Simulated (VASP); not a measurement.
A run of VASP 6.6.1:

The input INCAR:

```
SYSTEM = Sn
ALGO = Normal
EDIFF = 1E-7
EDIFFG = -0.005
ENCUT = 600
GGA = PE
IBRION = 2
ISIF = 3
ISMEAR = 0
LASPH = .True.
LCHARG = .False.
LREAL = .False.
LWAVE = .False.
NELM = 100
NSW = 90
PREC = Accurate
SIGMA = 0.1
```

Contents of KPOINTS:

```
k-points
0
Gamma
  16 16 16
  0 0 0
```

Contents of POSCAR:

```
Sn
1.0
   -2.9161500000      2.9161500000      1.5911500000
    2.9161500000     -2.9161500000      1.5911500000
    2.9161500000      2.9161500000     -1.5911500000
Sn
2
Direct
    0.0000000000      0.0000000000      0.0000000000
    0.7500000000      0.2500000000      0.5000000000
```

Potentials or basis: VASP PAW PBE potentials, release 64 (Sn_d).

Command:

```sh
$ cat potpaw_PBE.64/Sn_d/POTCAR > POTCAR
$ mpirun -np 1 vasp_std > vasp.out
```

Hardware: 1 thread of Intel(R) Xeon(R) 6975P-C (Granite Rapids) (shared host).

Question: Estimate the wall time of this run.

Answer: Wall time 12 min on 1 thread of Intel(R) Xeon(R) 6975P-C (Granite Rapids) (shared host), peak memory 0.49 GiB. Counts: scf iterations 58, k points 349, ion steps 7.
